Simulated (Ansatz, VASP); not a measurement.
# Zr in VASP and in Ansatz

```
CELL_PARAMETERS angstrom
2.41208 0.00000 0.00000
-1.20604 2.08892 0.00000
0.00000 0.00000 4.32531
ATOMIC_POSITIONS crystal
Zr 0.33333 0.66667 0.25000
Zr 0.66667 0.33333 0.75000
```

Change from the starting cell: volume scaled by 0.5, PAW files.

Alike in both runs: task single point; functional LDA; k mesh 14 × 14 × 8; occupations fermi-dirac, width 0.1 eV; no spin polarisation.

```csv
,VASP,Ansatz
version,VASP 6.6.1,Ansatz 0.2.0
potentials or method,"VASP PAW LDA potentials, release 64 (Zr_sv)","PAW with Ansatz's default frozen-core files, scalar-relativistic"
plane-wave cutoff (eV),520,420
valence electrons in the cell,24,24
```

Ansatz gave:

```
pressure (GPa)                                  : 223.2
largest component of the traceless stress (GPa) : 0.01
```

Task: Which values does VASP return?

Result: Pressure (GPa): 225.9; largest component of the traceless stress (GPa): 0.89.

Caveats: the cell as given lies far from equilibrium; so large a pressure means that the cell lies far from this level's equilibrium, or that cutoff or potentials fall short (VASP).
